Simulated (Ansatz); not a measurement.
# 4-layer 2H-MoTe2 (2H stacking) in a perpendicular field

Aim: how the 4-layer 2H-MoTe2 (2H stacking) screens a field along its normal, and what the field does to its bands. A positive field points along +c.

Program: Ansatz 0.2.0. Level of theory: plane-wave DFT, PBE-D3(BJ), Ansatz PAW (set soft_1); PAW set soft_1. Results are calculated unless marked as measured.

### Step 1. The starting structure

The cell holds 12 atoms: 8 Te and 4 Mo. Its edges and angles: a = 3.550 Å, b = 3.550 Å, c = 80.996 Å, α = 90.0°, β = 90.0°, γ = 120.0°. Regions: layer 1: 2H-MoTe2, 3 atoms (2 Te and 1 Mo); layer 2: 2H-MoTe2, 3 atoms (2 Te and 1 Mo); layer 3: 2H-MoTe2, 3 atoms (2 Te and 1 Mo); layer 4: 2H-MoTe2, 3 atoms (2 Te and 1 Mo). Vacuum lies along c.

### Step 2. Relaxation

The starting cell is a guess, so the in-plane lattice and the atoms are relaxed first, with the slab cut off from its images along the normal.

input.yaml

```yaml
crystal:
  lattice:
    - [3.55, 0.0, 0.0]
    - [-1.775, 3.0743901834, 0.0]
    - [0.0, 0.0, 80.9964105232]
  atoms:
    - { symbol: Te, position: [0.3333333333, 0.6666666667, 0.3456943316] }
    - { symbol: Mo, position: [0.0, 0.0, 0.3689922939] }
    - { symbol: Te, position: [0.3333333333, 0.6666666667, 0.3922902561] }
    - { symbol: Te, position: [0.0, 0.0, 0.4330328024] }
    - { symbol: Mo, position: [0.3333333333, 0.6666666667, 0.4563307646] }
    - { symbol: Te, position: [0.0, 0.0, 0.4796287269] }
    - { symbol: Te, position: [0.3333333333, 0.6666666667, 0.5203712731] }
    - { symbol: Mo, position: [0.0, 0.0, 0.5436692354] }
    - { symbol: Te, position: [0.3333333333, 0.6666666667, 0.5669671976] }
    - { symbol: Te, position: [0.0, 0.0, 0.6077097439] }
    - { symbol: Mo, position: [0.3333333333, 0.6666666667, 0.6310077061] }
    - { symbol: Te, position: [0.0, 0.0, 0.6543056684] }
  periodic: [true, true, false]
kpoints:
  mp_grid: { grid: [12, 12, 1] }
hamiltonian:
  xc: pbe
  dispersion: d3bj
  pseudopotentials: { kind: paw, azcp: { folder: soft_1 } }
scf:
  occupations: { method: fermi_dirac, width: 0.05 }
  convergence: { dr2_threshold: 1.0e-09 }
relax:
  f_tol: 0.004
  max_steps: 90
  cell: {}
output:
  write_potential: true
  write_density: true
  volumetric_format: npy
```

Launch:

```
$ ansatz run input.yaml --threads 4 --pin off --max-ram 12288MiB --backend cpu --events-out ev --progress --plain --runs-dir out
```

Numbers of over 12 decimals in the logs are rounded to 6 here.

The log of the run:

```text
Warning: relax.cell: scf.convergence.dr2_threshold = 1e-9 eV is looser than the 9.79792794389e-11 eV advised for a relaxation that steers and ends on the stress (1e-10 eV for each atom of the cell: 12, times the square of relax.cell.stress_2d_tol = 0.05 N/m over 35.0 Å (the atoms' height at the walk's start and 5 Å past either face), 1.429e-2 GPa, over a crystal's default 0.05). What an SCF threshold leaves in a stress goes as its square root, and in the free energy as the threshold itself, and one threshold admits the most on a small cell: [figures from the program's tests cut] Set scf.convergence.dr2_threshold to 9.79792794389e-11 eV or tighter. [rest of the remark cut]
Engine: ansatz 0.2.0, x86_64-unknown-linux-gnu
Pseudopotentials: kind: paw
Pseudopotential: Te, paw, valence charge 16, recommended cutoff 420 eV (normal), soft_1/Te.paw.azcp
Pseudopotential: Mo, paw, valence charge 14, recommended cutoff 420 eV (normal), soft_1/Mo.paw.azcp
Functional definition: PBE
  parameter kappa = 0.804
  parameter beta = 0.066725
  exchange = pbe_x(kappa = kappa, mu = beta*pi^2/3)
  correlation = pbe_c(beta = beta)
Crystal: 12 atoms, lattice volume = 884.002 Å³
Basis set: ecut = 420 eV, 17089 PW (Γ), exchange–correlation on 48×48×1152 points (8 copies of the dense FFT grid, shifted against one another)
Bands: 111, of which v1, the nominal top of the filled ones, is band 92 counted from 1 (91 counted from 0)
Symmetry: 12 space group operations
Space group: P-3m1 (ITA 164), of the structure as read, at distance tolerance 9.6e-5 Å
k-points: 19 of 144
Non-local potential: Te, projectors of the file, l = 0: 2, l = 1: 2, l = 2: 2, l = 3: 1
Non-local potential: Mo, projectors of the file, l = 0: 3, l = 1: 2, l = 2: 2, l = 3: 1
PAW form: soft (Blöchl's): semilocal exchange-correlation on the pseudo side does not see the compensation charge
PAW one-centre angular grid: Te, 590 points (default); XC on 64 Gauss nodes
PAW one-centre angular grid: Mo, 590 points (default); XC on 64 Gauss nodes
Initial density: superposition of atomic densities (neutral atoms: chi_scale 0, normalization atom)
Initial wavefunctions: pseudopotential atomic-orbital guess
Functional: x = pbe(κ = 0.804, μ = 0.219515), c = pbe(β = 0.066725)
SCF iter   1: F=—  HF=-75676.105637 eV  |F-HF|=—  |Δ(HF+E_count)|=         —  Δρ=3.05e-2  dr2=1.19e1  ethr=3.10e-3  ⟨swp⟩=16.1  Hψ=13169  notcnv=0  defer=14
preconditioner: auto → Resta (q_TF=auto, 2.100 Å⁻¹)  ε∞=3.1  [insulator: Δε(μ)=0.749 eV  Ē_g=7.311 eV  σ=0.050 eV  W_gap=1.00  n_scr=132 (ndim 8)  ℏωp=10.6 eV  f_vac=0.642  D(μ)=0.00/eV (n_scr^D=0)  ε∞_Penn≈3.1  vacuum switching on, ρ_ref=3.9e-3 e/Å³]
SCF iter   2: F=—  HF=-75674.806992 eV  |F-HF|=—  |Δ(HF+E_count)|=    1.30e0  Δρ=1.97e-2  dr2=1.43e1  ethr=3.10e-3  ⟨swp⟩=4.1  Hψ=4948  notcnv=0  defer=115
SCF iter   3: F=—  HF=-75673.549497 eV  |F-HF|=—  |Δ(HF+E_count)|=    1.26e0  Δρ=1.11e-2  dr2=1.44e0  ethr=3.10e-3  ⟨swp⟩=3.9  Hψ=3616  notcnv=0  defer=110
SCF iter   4: F=—  HF=-75673.302686 eV  |F-HF|=—  |Δ(HF+E_count)|=   2.47e-1  Δρ=3.25e-3  dr2=8.56e-2  ethr=7.85e-4  ⟨swp⟩=3.3  Hψ=3593  notcnv=0  defer=91
SCF iter   5: F=—  HF=-75673.293871 eV  |F-HF|=—  |Δ(HF+E_count)|=   8.82e-3  Δρ=1.02e-3  dr2=3.55e-2  ethr=4.65e-5  ⟨swp⟩=3.4  Hψ=4260  notcnv=0  defer=91
SCF iter   6: F=—  HF=-75673.291349 eV  |F-HF|=—  |Δ(HF+E_count)|=   2.52e-3  Δρ=3.86e-4  dr2=2.45e-3  ethr=1.93e-5  ⟨swp⟩=2.9  Hψ=2951  notcnv=0  defer=91
SCF iter   7: F=—  HF=-75673.291572 eV  |F-HF|=—  |Δ(HF+E_count)|=   2.23e-4  Δρ=1.52e-4  dr2=1.83e-3  ethr=1.33e-6  ⟨swp⟩=3.5  Hψ=3682  notcnv=0  defer=91
SCF iter   8: F=—  HF=-75673.291560 eV  |F-HF|=—  |Δ(HF+E_count)|=   1.15e-5  Δρ=8.25e-5  dr2=5.25e-4  ethr=9.93e-7  ⟨swp⟩=2.7  Hψ=2728  notcnv=0  defer=91
SCF iter   9: F=—  HF=-75673.291559 eV  |F-HF|=—  |Δ(HF+E_count)|=   1.64e-6  Δρ=3.96e-5  dr2=6.44e-5  ethr=2.86e-7  ⟨swp⟩=2.3  Hψ=2758  notcnv=0  defer=91
SCF iter  10: F=—  HF=-75673.291576 eV  |F-HF|=—  |Δ(HF+E_count)|=   1.75e-5  Δρ=3.56e-5  dr2=9.79e-5  ethr=3.50e-8  ⟨swp⟩=3.1  Hψ=3318  notcnv=0  defer=91
SCF iter  11: F=—  HF=-75673.291571 eV  |F-HF|=—  |Δ(HF+E_count)|=   5.70e-6  Δρ=1.07e-5  dr2=8.14e-6  ethr=3.50e-8  ⟨swp⟩=2.7  Hψ=2658  notcnv=0  defer=91
SCF iter  12: F=—  HF=-75673.291997 eV  |F-HF|=—  |Δ(HF+E_count)|=   4.27e-4  Δρ=1.06e-5  dr2=3.72e-6  ethr=4.43e-9  ⟨swp⟩=3.1  Hψ=3172  notcnv=0  defer=91
SCF iter  13: F=—  HF=-75673.291997 eV  |F-HF|=—  |Δ(HF+E_count)|=   3.34e-7  Δρ=1.73e-6  dr2=8.75e-8  ethr=2.02e-9  ⟨swp⟩=2.4  Hψ=2630  notcnv=0  defer=91
SCF iter  14: F=—  HF=-75673.291997 eV  |F-HF|=—  |Δ(HF+E_count)|=   2.20e-8  Δρ=1.03e-6  dr2=1.84e-8  ethr=4.76e-11  ⟨swp⟩=3.4  Hψ=3717  notcnv=0  defer=91
SCF iter  15: F=—  HF=-75673.291997 eV  |F-HF|=—  |Δ(HF+E_count)|=   7.16e-9  Δρ=7.00e-7  dr2=2.19e-8  ethr=9.99e-12  ⟨swp⟩=3.0  Hψ=3191  notcnv=0  defer=91
SCF iter  16: F=—  HF=-75673.291997 eV  |F-HF|=—  |Δ(HF+E_count)|=  8.73e-10  Δρ=2.07e-7  dr2=2.36e-9  ethr=9.99e-12  ⟨swp⟩=2.5  Hψ=2374  notcnv=0  defer=91
SCF iter  17: F=-75673.291997 eV  HF=-75673.291997 eV  |F-HF|=6.96e-9  |Δ(HF+E_count)|=   2.79e-9  Δρ=8.27e-8  dr2=1.48e-10  ethr=1.00e-12  ⟨swp⟩=11.8  Hψ=13696  notcnv=0
SCF 1 converged in 17 iterations: F = -75673.291997 eV  dr2 = 1.48e-10
  greatest PAW one-centre occupation: 0.999 electrons in one spin orbital (limit 2), on the Mo atom at site 10 (counted from 0), in its partial waves of l = 0
relax step   1: F+E_penalty+E_count = -75673.29199693 eV  Δ(F+E_penalty+E_count) = +0.000e0 eV  max|allowed force component| = 1.078e0 eV/Å  Δτ_max = 0.0000 Å  P = -14.209 N/m  Ω = 884.002 Å³  fix = [c, alpha, beta]  reactions: c -0.000 N/m  (17 SCF iters, accepted)
Crystal: 12 atoms, lattice volume = 855.392 Å³
Basis set: ecut = 420 eV, 16657 PW (Γ), exchange–correlation on 48×48×1152 points (8 copies of the dense FFT grid, shifted against one another)
Initial density: handed on by an earlier stage of this run
Initial wavefunctions: those handed on with the density
iter 1 solved again at ethr=6.66e-4 eV; its pass at ethr=3.10e-3 eV (dr2=1.23e0 eV) is discarded
SCF iter   1: F=—  HF=-75673.061687 eV  |F-HF|=—  |Δ(HF+E_count)|=         —  Δρ=8.59e-3  dr2=1.23e0  ethr=6.66e-4  ⟨swp⟩=4.3  Hψ=13781  notcnv=0
preconditioner: auto → Resta (q_TF=auto, 2.112 Å⁻¹)  ε∞=3.1  [insulator: Δε(μ)=0.701 eV  Ē_g=7.510 eV  σ=0.050 eV  W_gap=1.00  n_scr=108 (ndim 8)  ℏωp=10.8 eV  f_vac=0.649  D(μ)=0.00/eV (n_scr^D=0)  ε∞_Penn≈3.1  vacuum switching on, ρ_ref=4.1e-3 e/Å³]
[...]
relax step   8: F+E_penalty+E_count = -75673.76401223 eV  Δ(F+E_penalty+E_count) = -5.113e-4 eV  max|allowed force component| = 3.776e-3 eV/Å  Δτ_max = 0.0462 Å  P = -0.002 N/m  Ω = 858.659 Å³  energy of the carried Pulay correction = +1.668e-3 eV  fix = [c, alpha, beta]  reactions: c -0.000 N/m  (13 SCF iters, accepted)
[...]
relax step   9: F+E_penalty+E_count = -75673.76406005 eV  Δ(F+E_penalty+E_count) = -4.782e-5 eV  max|allowed force component| = 1.296e-3 eV/Å  Δτ_max = 0.0102 Å  P = -0.008 N/m  Ω = 858.618 Å³  energy of the carried Pulay correction = +1.671e-3 eV  fix = [c, alpha, beta]  reactions: c -0.000 N/m  (10 SCF iters, accepted)
Initial wavefunctions: pseudopotential atomic-orbital guess (no wavefunctions were taken with the density)
iter 1 solved again at ethr=9.96e-7 eV; its pass at ethr=3.10e-3 eV (dr2=1.83e-3 eV) is discarded
SCF iter   1: F=—  HF=-75673.761876 eV  |F-HF|=—  |Δ(HF+E_count)|=         —  Δρ=2.30e-5  dr2=1.28e-6  ethr=9.96e-7  ⟨swp⟩=6.1  Hψ=21108  notcnv=0
eigensolver tolerance schedule: the retry pair's looser diagonalisation over-reported the residual by 1426.25 of it (diagonalisation noise at 0.85 of the residual, at the tolerance the schedule requests for it); recorded, not acted on — ethr = c·dr2/N_el stays at c = 1.0e-1
SCF iter   2: F=—  HF=-75673.762288 eV  |F-HF|=—  |Δ(HF+E_count)|=   4.11e-4  Δρ=1.02e-5  dr2=1.74e-7  ethr=6.98e-10  ⟨swp⟩=5.1  Hψ=6737  notcnv=0
SCF iter   3: F=—  HF=-75673.762288 eV  |F-HF|=—  |Δ(HF+E_count)|=   2.02e-7  Δρ=3.64e-6  dr2=3.47e-8  ethr=9.46e-11  ⟨swp⟩=4.0  Hψ=4897  notcnv=0
SCF iter   4: F=—  HF=-75673.762288 eV  |F-HF|=—  |Δ(HF+E_count)|=   3.60e-8  Δρ=1.08e-6  dr2=6.49e-8  ethr=1.89e-11  ⟨swp⟩=3.5  Hψ=4209  notcnv=0
SCF iter   5: F=—  HF=-75673.762288 eV  |F-HF|=—  |Δ(HF+E_count)|=   5.85e-9  Δρ=4.36e-7  dr2=1.87e-9  ethr=1.89e-11  ⟨swp⟩=2.7  Hψ=2738  notcnv=0
SCF iter   6: F=-75673.762288 eV  HF=-75673.762288 eV  |F-HF|=1.63e-9  |Δ(HF+E_count)|=   8.09e-9  Δρ=1.12e-7  dr2=3.01e-10  ethr=1.00e-12  ⟨swp⟩=21.5  Hψ=18649  notcnv=0
SCF 10 converged in 6 iterations: F = -75673.762288 eV  dr2 = 3.01e-10
relax step  10: F+E_penalty+E_count = -75673.76228783 eV  Δ(F+E_penalty+E_count) = +1.772e-3 eV  max|allowed force component| = 1.459e-3 eV/Å  Δτ_max = 0.0000 Å  P = -0.003 N/m  Ω = 858.618 Å³  fix = [c, alpha, beta]  reactions: c -0.000 N/m  stress off target by 3.50e-3 N/m on what of the cell is left free  SCF on the basis re-selected at this cell (its energy is not comparable with the rows above)  (6 SCF iters)
basis re-selected at this cell: Δ(F+E_penalty+E_count) = +1.772e-3 eV, ΔP = +0.004 N/m vs the last step (what re-selecting the basis moved, of the pressure what is left beyond the Pulay correction that the steps carried, after the strain that the cell walked since its last selection, with what the two solves' SCF thresholds leave and, on support functions, any second-order correction that the steps lacked; it is no m [...]
WARN: The output density's exchange-correlation potential varies sharply where the density is thin. Do not read a vacuum level from v_tot or v_xc, or from such a field of the output density. On a cell that repeats whose density bears no net charge and no dipole along the vacuum's axis use v_es (v_loc + v_h of the components); under efield.dipole_correction with no amplitude use v_es + v_field, which holds any externa [...]
dispersion: the relaxed geometry stands within reach of a switch of an atom's C6, across which e_disp changes (each atom's share, over what another start of this relaxation can change, counted as every distance, over a cell that relax.cell.fix or crystal.periodic holds in part: site 1 (Mo), some 0.19 eV, crossed with farther neighbours; site 4 (Mo), some 0.22 eV, crossed with farther neighbours; site 7 (Mo), some 0.22 eV, crossed with farther neighbours; site 10 (Mo), some 0.19 eV, crossed with farther neighbours; some 0.82 eV in sum): a start on the other side of the switch can end at another minimum, lower or higher, and the walk did not compare the two: [rest of the remark cut]
SCF converged after 6 iterations
Free energy (F): -75673.762288 eV
Harris-Foulkes:  -75673.762288 eV  (|F-HF|=1.63e-9)
Internal energy: -75673.762199 eV  (E = F + TS)
E sigma→0 (E₀):  -75673.762244 eV
Entropy (-TS):   -0.000089 eV (-0.007 meV/atom)
Fermi energy:    -4.286782 eV
--- Per-component energies (eV) ---
  E_band       = -5444.745165
  E_kinetic    = 3074.666292
  E_local      = -3259548.990847  (includes V_loc(G=0)·N_el)
  E_nonlocal   = 1130.304935
  E_hartree    = 1627706.720744
  E_xc         = -1686.031700
  E_vxc        = -1696.677074  (∫ρ·V_xc dr)
  E_paw        = -50224.607818  (= ΣΔE_a)
  E_vpaw       = -3817.472040  (= ΣTr[D̂ρ^β])
  E_aug_tail   = 0.000936  (compensation charges beyond the density's cutoff)
  E_ewald      = 1603880.341058
  E_disp       = -6.165799  (pairwise vdW)
  E_smearing   = -0.000089  (= −TS)
  E_closure    = 0.000000  (closes the sum)
  Σ components = -75673.762288   (vs F -75673.762288, Δ=0.00e0)
--- Forces (eV/Å), atoms counted from 1 ---
  atom   1  Te     0.00000000    -0.00000000     0.00018830
  atom   2  Mo    -0.00000000     0.00000000     0.00011215
  atom   3  Te     0.00000000    -0.00000000     0.00082058
  atom   4  Te    -0.00000000     0.00000000    -0.00145900
  atom   5  Mo     0.00000000    -0.00000000    -0.00055635
  atom   6  Te    -0.00000000     0.00000000    -0.00044182
  atom   7  Te     0.00000000    -0.00000000     0.00044182
  atom   8  Mo    -0.00000000     0.00000000     0.00055635
  atom   9  Te     0.00000000    -0.00000000     0.00145900
  atom  10  Te    -0.00000000     0.00000000    -0.00082058
  atom  11  Mo     0.00000000    -0.00000000    -0.00011215
  atom  12  Te    -0.00000000     0.00000000    -0.00018830
  max |Σ_I F_I| component: 1.04e-17 eV/Å
--- 2D stress c σ (N/m, compression-positive) ---
       -0.003498       0.000000      -0.000000
        0.000000      -0.003498      -0.000000
       -0.000000      -0.000000      -0.000000
  P = ½ c Tr σ = -0.0035 N/m
--- Band table (eV; the first three rows and the last of 19) ---
  k-point 0: bands = [... 88 lower, -5.6333, -4.7417, -4.6719, -4.6339, -1.7502, -1.7502, -1.7171, -1.7171, ... 15 higher]
  k-point 1: bands = [... 88 lower, -5.5208, -4.7323, -4.7128, -4.6775, -2.1173, -2.0979, -2.0607, -1.9953, ... 15 higher]
  k-point 2: bands = [... 88 lower, -5.5471, -5.1083, -5.0541, -4.9575, -2.8406, -2.7887, -2.6968, -2.6197, ... 15 higher]
  k-point 18: bands = [... 88 lower, -4.9878, -4.9164, -4.8189, -4.7368, -3.6337, -3.6337, -3.6229, -3.6229, ... 15 higher]
  the weakly bound empty levels are not read free of the cell's end (no_gap_told)
--- Relaxed structure (9 steps of the walk, 7 accepted, 1 SCFs on fresh bases) ---
  F+E_penalty+E_count = -75673.76228783 eV   max|allowed force component| = 1.459e-3 eV/Å   (the final SCF, on the basis selected at the relaxed cell)
  cell:  # Å, volume = 858.6181 Å³
    - [3.498661, 0, 0]
    - [-1.749330, 3.029929, 0]
    - [0, 0, 80.9964105232]
  atoms:
    - { symbol: Te, position: [0.333333, 0.666667, 0.350697] }
    - { symbol: Mo, position: [1.1267817874562206e-17, -4.685330329317902e-17, 0.373128] }
    - { symbol: Te, position: [0.333333, 0.666667, 0.395583] }
    - { symbol: Te, position: [1.036168968171876e-17, -4.8665559678865975e-17, 0.435309] }
    - { symbol: Mo, position: [0.333333, 0.666667, 0.457734] }
    - { symbol: Te, position: [9.510631005559745e-18, -5.0367677031184005e-17, 0.480160] }
    - { symbol: Te, position: [0.333333, 0.666667, 0.519840] }
    - { symbol: Mo, position: [8.567816377071266e-18, -5.225330628816096e-17, 0.542266] }
    - { symbol: Te, position: [0.333333, 0.666667, 0.564691] }
    - { symbol: Te, position: [7.646446356102757e-18, -5.409604633009792e-17, 0.604417] }
    - { symbol: Mo, position: [0.333333, 0.666667, 0.626872] }
    - { symbol: Te, position: [6.813242329079056e-18, -5.576245438414532e-17, 0.649303] }
```

Run time: 4.6 min. Hardware: 4 threads of Intel Xeon Platinum 8488C (Sapphire Rapids), shared host; peak memory 2.9 GiB.

Step by step:

```tsv
step	energy less that of the first step (eV)	largest force component (eV/Å)	volume (Å³)
1	0.0000	1.0784	884.00
2	0.3918	1.8862	855.39
3	-0.4263	0.2604	853.56
4	-0.4510	0.0988	859.83
5	-0.4686	0.0180	856.30
6	-0.4418	0.2145	857.04
7	-0.4715	0.0113	858.11
8	-0.4720	0.0038	858.66
9	-0.4721	0.0013	858.62
10*	-0.4703	0.0015	858.62
```

Relaxation steps marked * repeat the geometry before them on a plane-wave basis chosen anew for their cell, so energy and pressure can jump there. Relaxation steps 2, 6 were tried and not accepted.

The run keeps the 12 symmetry operations that it works with, so distortions that break them were not tested.

```tsv
cell as run	before	after	change
a (Å)	3.550	3.499	-1.4 %
b (Å)	3.550	3.499	-1.4 %
```

The atoms that moved most (Å, along periodic axes as changes of fractional coordinates times the final cell, across vacuum about the mean position):

```tsv
atom	dx	dy	dz	length
Te1	0.000	0.000	0.405	0.405
Te12	0.000	0.000	-0.405	0.405
Mo11	0.000	0.000	-0.335	0.335
Mo2	0.000	0.000	0.335	0.335
Te10	0.000	0.000	-0.267	0.267
Te3	0.000	0.000	0.267	0.267
Te4	0.000	0.000	0.184	0.184
Te9	0.000	0.000	-0.184	0.184
```

The lattice constant a goes from 3.550 to 3.499 Å.

(Part 1 of 2 ends here.)

[Logs are printed without paths, hosts, clocks, repeated set-up lines and the standing remarks that a program may print on its own settings, such as how far it seeks lower states.]

[Hosts, paths, dates, database ids (printed as entryN), source tags and the programs' standing remarks are cut or masked in the printed files.]

[Maps of the electrostatic potential energy from Ansatz leave out the sawtooth potential of an applied field or a dipole correction, so their vacuum need not be flat; planar profiles and work functions include it.]
